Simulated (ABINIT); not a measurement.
Al:

```
Al
1.0
     0.00000    2.02481    2.02481
     2.02481    0.00000    2.02481
     2.02481    2.02481    0.00000
Al
1
Cartesian
  0.0000 0.0000 0.0000
```

Base run:

- Program: ABINIT 10.8.3 (patched build)
- Functional: PBEsol
- Potentials or basis: PseudoDojo NC SR PBEsol v0.4.1 standard
- Cutoff: 435 eV
- k mesh: 8 × 8 × 8
- Occupations: fermi-dirac, width 0.05 eV
- Spin: no spin polarisation

Its results: band gap on the k mesh none (metal or under the smearing width); pressure -2.3 GPa.

The run is repeated on the same cell with these changes: functional from PBEsol to PBE; potentials or basis from PseudoDojo NC SR PBEsol v0.4.1 standard to PseudoDojo NC SR PBE v0.4.1 standard. What comes out?

Band gap on the k mesh none (metal or under the smearing width); pressure -0.9 GPa.

Caveats: the cutoff is short for stress, so the pressure is rough.
